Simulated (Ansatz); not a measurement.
Ionic part of the dielectric constant of ZrO2 at -1 GPa, mode by mode

These are results of DFT PBEsol, scalar-relativistic, plane waves, PAW in Ansatz 0.2.0, not measurements. Plane waves to 420 eV; Γ-centred k mesh 8×8×8; fixed occupations. No spin polarisation. Phonons by linear response, acoustic sum rule imposed.

It takes space group Fm-3m (No. 225, cubic). The conventional cell has a = 5.071 Å, b = 5.071 Å, c = 5.071 Å, α = 90.00°, β = 90.00°, γ = 90.00°. Around Zr (site symmetry m-3m) lie 8 O at 2.20 Å. O (site symmetry -43m) is surrounded by 4 Zr at 2.20 Å.

The primitive cell has V = 32.60 Å³ and ε∞,zz = 5.851. Each polar mode adds Δε = (4.92064×10⁷/V)·S/ν² along z, with S its oscillator strength in e²/amu, ν in cm⁻¹ and V in Å³.

Q: From these modes, find each Δε and ε0,zz.
```tsv
ν (cm⁻¹)	S_zz (e²/amu)
241.7	1.393
```

A:
```csv
ν (cm⁻¹),Δε
241.7,35.98
```

The sum is 35.979, so ε0,zz = 41.83; the run's tensor has 41.83.

Q: Where do the longitudinal modes lie for a wave vector along z?

A: At 646 cm⁻¹. The Lyddane–Sachs–Teller product Π(ν_LO/ν_TO)² = 7.15 matches ε0/ε∞ = 7.15.

This fluorite-type form isn't the usual stable structure of the compound.

Cost: 1 run of about 0.48 core-minutes, on Intel Xeon Platinum 8259CL (Skylake/Cascade Lake) (shared hosts).